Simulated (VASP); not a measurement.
LiF:

```
CELL_PARAMETERS angstrom
3.28008 0.00000 0.00000
-1.64004 2.84063 0.00000
0.00000 0.00000 3.99960
ATOMIC_POSITIONS crystal
Li 0.33333 0.66667 0.25000
Li 0.66667 0.33333 0.75000
F 0.66667 0.33333 0.25000
F 0.33333 0.66667 0.75000
```

The cell was built by a generator and needn't be a form met in nature.

Base run:

```yaml
Program: VASP 6.6.1
Functional: PBE
Potentials_or_basis: VASP PAW PBE potentials, release 64 (Li_sv, F)
Cutoff: 520 eV
k_mesh: 6 × 6 × 4
Occupations: gaussian, width 0.01 eV
Spin: no spin polarisation
```

Its results: band gap on the k mesh 7.82 eV, direct.

Q: The run is repeated on the same cell with these changes: functional from PBE to HSE06. What comes out?

A: Band gap on the k mesh 9.96 eV, direct.

HSE06 gives the wider gap, since exact exchange removes part of the self-interaction.

